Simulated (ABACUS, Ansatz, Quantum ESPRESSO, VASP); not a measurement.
## TePb: equilibrium volume by level of theory

**What was measured.** The equilibrium volume of TePb (Fm-3m) is reported as 33.71 Å³/atom at 300 K (pmc:10701875, doi:10.1021/acsomega.3c06502). The runs below try to reproduce it.

```cif
data_structure
_symmetry_space_group_name_H-M 'Fm-3m'
_symmetry_Int_Tables_number 225
_cell_length_a 6.4620
_cell_length_b 6.4620
_cell_length_c 6.4620
_cell_angle_alpha 90.000
_cell_angle_beta 90.000
_cell_angle_gamma 90.000
_cell_volume 269.84
loop_
_atom_site_label
_atom_site_type_symbol
_atom_site_symmetry_multiplicity
_atom_site_Wyckoff_symbol
_atom_site_fract_x
_atom_site_fract_y
_atom_site_fract_z
_atom_site_occupancy
Pb1 Pb 4 a 0.00000 0.00000 0.00000 1
Te1 Te 4 b 0.50000 0.00000 0.00000 1
```

| rung | level | program and potentials | cutoff (eV) | k mesh | smearing | task | equilibrium volume (Å³/atom) | miss | notes |
| --- | --- | --- | --- | --- | --- | --- | --- | --- | --- |
| LDA | LDA | ABACUS, PseudoDojo NC SR 0.4.1 LDA standard, plane waves | 1129 | 6 × 6 × 6 | fermi-dirac 0.05 | relaxation of cell and atoms | 32.48 | -3.6 % | 15 valence electrons an atom on average |
| GGA | B86bPBE | ABACUS, GBRV ultrasoft 1.5 PBE, plane waves | 544 | 6 × 6 × 6 | fermi-dirac 0.05 | relaxation of cell and atoms | 35.69 | +5.9 % | potentials made for PBE; 10 valence electrons an atom on average |
| GGA | BLYP | VASP, PBE PAW files Pb_d, Te, 600 eV | 600 | 7 × 7 × 7 | fermi-dirac 0.05 | relaxation of cell and atoms | 38.29 | +13.6 % | potentials made for PBE; 10 valence electrons an atom on average |
| GGA | PBE | Quantum ESPRESSO, SSSP 1.3 efficiency PBE | 748 | 7 × 7 × 7 | fermi-dirac 0.05 | equation of state | 35.39 | +5.0 % | - |
| GGA | PBE | VASP, PBE PAW files Pb, Te, release 54, 580 eV | 580 | 7 × 7 × 7 | fermi-dirac 0.05 | relaxation of cell and atoms | 35.29 | +4.7 % | 5 valence electrons an atom on average |
| GGA + dispersion | PBE+D4 | Ansatz, all-electron LAPW, scalar-relativistic | - | 7 × 7 × 7 | fermi-dirac 0.05 | relaxation of cell and atoms | 33.90 | +0.6 % | - |
| GGA + dispersion | PBE+MBD | VASP, PBE PAW files Pb_d, Te, 600 eV | 600 | 7 × 7 × 7 | fermi-dirac 0.05 | relaxation of cell and atoms | 34.31 | +1.8 % | 10 valence electrons an atom on average |
| GGA | PBEsol | ABACUS, GBRV ultrasoft 1.5 PBEsol, plane waves | 544 | 6 × 6 × 6 | fermi-dirac 0.05 | equation of state | 33.34 | -1.1 % | fit through 4 volumes |
| GGA + dispersion | PBEsol+D3(zero damping) | VASP, PBE PAW files Pb_d, Te, 600 eV | 600 | 7 × 7 × 7 | fermi-dirac 0.05 | relaxation of cell and atoms | 32.77 | -2.8 % | potentials made for PBE; 10 valence electrons an atom on average |
| GGA + dispersion | PBEsol+D4 | VASP, PBE PAW files Pb_d, Te, 600 eV | 600 | 7 × 7 × 7 | fermi-dirac 0.05 | relaxation of cell and atoms | 32.60 | -3.3 % | potentials made for PBE; 10 valence electrons an atom on average |
| GGA | PW91 | ABACUS, SPMS ONCV 1.0 PBE, plane waves | 1129 | 6 × 6 × 6 | fermi-dirac 0.05 | equation of state | 35.23 | +4.5 % | potentials made for PBE; fit through 4 volumes |
| GGA | RPBE | VASP, PBE PAW files Pb_d, Te, 600 eV | 600 | 7 × 7 × 7 | fermi-dirac 0.05 | relaxation of cell and atoms | 36.79 | +9.1 % | potentials made for PBE; 10 valence electrons an atom on average |
| GGA | revPBE | VASP, PBE PAW files Pb_d, Te, 600 eV | 600 | 7 × 7 × 7 | fermi-dirac 0.05 | relaxation of cell and atoms | 36.38 | +7.9 % | potentials made for PBE; 10 valence electrons an atom on average |
| non-local van der Waals functional | BEEF-vdW | VASP, PBE PAW files Pb_d, Te, 600 eV | 600 | 7 × 7 × 7 | fermi-dirac 0.05 | relaxation of cell and atoms | 36.52 | +8.3 % | potentials made for PBE; 10 valence electrons an atom on average |
| non-local van der Waals functional | optPBE-vdW | VASP, PBE PAW files Pb_d, Te, 600 eV | 600 | 7 × 7 × 7 | fermi-dirac 0.05 | relaxation of cell and atoms | 35.94 | +6.6 % | potentials made for PBE; 10 valence electrons an atom on average |
| non-local van der Waals functional | rev-vdW-DF2 | VASP, PBE PAW files Pb_d, Te, 600 eV | 600 | 7 × 7 × 7 | fermi-dirac 0.05 | relaxation of cell and atoms | 34.57 | +2.6 % | potentials made for PBE; 10 valence electrons an atom on average |
| hybrid | HSE06 | VASP, PBE PAW files Pb_d, Te, 600 eV | 600 | 4 × 4 × 4 | fermi-dirac 0.05 | relaxation of cell and atoms | 34.50 | +2.3 % | coarse mesh; potentials made for PBE; 10 valence electrons an atom on average |
| hybrid | PBE-EpsX | VASP, PBE PAW files Pb_d, Te, 600 eV | 600 | 4 × 4 × 4 | fermi-dirac 0.05 | relaxation of cell and atoms | 35.28 | +4.7 % | coarse mesh; potentials made for PBE; 10 valence electrons an atom on average; exact-exchange share 1/ε∞ |

All rows: no spin polarisation. Smearing widths are in eV. Meshes differ between rows, which moves values too. Meshes are those of the run's cell of 2 atoms unless a note names another. Relaxations start from the cell shown or near it and stop with a little pressure left. Misses use the values as printed. Runs on faulty files, with rough fits or with known faults for this quantity aren't shown. No row holds spin-orbit coupling.

By rung: LDA 32.48; GGA 33.34 to 38.29; GGA + dispersion 32.60 to 34.31; non-local van der Waals functional 34.57 to 36.52; hybrid on coarse meshes 34.50 to 35.28 (Å³/atom). Measured: 33.71 Å³/atom at 300 K (pmc:10701875, doi:10.1021/acsomega.3c06502). Closest, coarse meshes and atomic bases left aside, is PBE+D4 (+0.6 %), and PBE misses by +5.0 % on plain settings. The runs are for a static lattice, while measurements hold temperature and zero-point motion.

The equilibrium volume of PbTe follows chiefly how each functional treats density gradients. LDA overbinds, while every plain GGA except PBEsol gives too large a cell. Stronger exchange enhancement in RPBE and revPBE favours the inhomogeneous density of separated atoms over the solid and so weakens cohesion further. BLYP is the extreme at 38.29 Å³/atom, probably because LYP correlation also describes slowly varying densities poorly. PBEsol restores the gradient behaviour suited to such densities.

Both ions are large and polarisable, so dispersion adds a real contraction. It brings PBE close to experiment but takes PBEsol too far, which suggests that PBEsol already supplies much of the medium-range attraction. Non-local correlation alone is no cure: BEEF-vdW and optPBE-vdW still exceed PBE, pointing to their more repulsive exchange.

Because PbTe expands on heating, a static-lattice reference would lie below the measured volume. That would favour PBEsol and count against PBE+D4, so the latter's narrow lead doesn't establish it as the better description of the bonding.
